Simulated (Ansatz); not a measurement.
SiMo3:

```
Mo Si
1.0
     4.88900    0.00000    0.00000
     0.00000    4.88900    0.00000
     0.00000    0.00000    4.88900
Mo Si
6 2
Direct
  0.00000 0.50000 0.25000
  0.00000 0.50000 0.75000
  0.50000 0.25000 0.00000
  0.75000 0.00000 0.50000
  0.50000 0.75000 0.00000
  0.25000 0.00000 0.50000
  0.50000 0.50000 0.50000
  0.00000 0.00000 0.00000
```

```yaml
Program: Ansatz 0.2.0
Task: relaxation of cell and atoms
Functional: PBEsol
Potentials_or_basis: Ansatz PAW
Cutoff: "420 eV (not typed: the program's choice for these potentials)"
k_mesh: 6 × 6 × 6
Occupations: fermi-dirac, width 0.05 eV
Spin: no spin polarisation
```

At the start: volume 14.61 Å³/atom.

Where does the relaxation end?

It ends after 4 steps and the volume is 14.36 Å³/atom (-1.7 %); space group Pm-3n (No. 223, to 0.05 Å).

The path:
```tsv
step	energy change (eV)	largest force (eV/Å)	volume (Å³)
1	0.0000	0.0000	116.86
2	-0.0274	0.0000	114.96
3	-0.0274	0.0000	114.90
4	-0.0270	0.0000	114.90
```

Final structure:
```cif
data_structure
_symmetry_space_group_name_H-M 'P 1'
_symmetry_Int_Tables_number 1
_cell_length_a 4.8615
_cell_length_b 4.8615
_cell_length_c 4.8615
_cell_angle_alpha 90.000
_cell_angle_beta 90.000
_cell_angle_gamma 90.000
_cell_volume 114.90
loop_
_atom_site_label
_atom_site_type_symbol
_atom_site_fract_x
_atom_site_fract_y
_atom_site_fract_z
_atom_site_occupancy
Mo1 Mo 0.00000 0.50000 0.25000 1
Mo2 Mo 0.00000 0.50000 0.75000 1
Mo3 Mo 0.50000 0.25000 0.00000 1
Mo4 Mo 0.75000 0.00000 0.50000 1
Mo5 Mo 0.50000 0.75000 0.00000 1
Mo6 Mo 0.25000 0.00000 0.50000 1
Si1 Si 0.50000 0.50000 0.50000 1
Si2 Si 0.00000 0.00000 0.00000 1
```

Caveat: the plane-wave basis is chosen anew once the cell has moved, so the energies of steps on either side of that aren't comparable; the PAW data sets come from PBE, with cores solved anew for the run's functional, which leaves a small shift of forces and pressure.
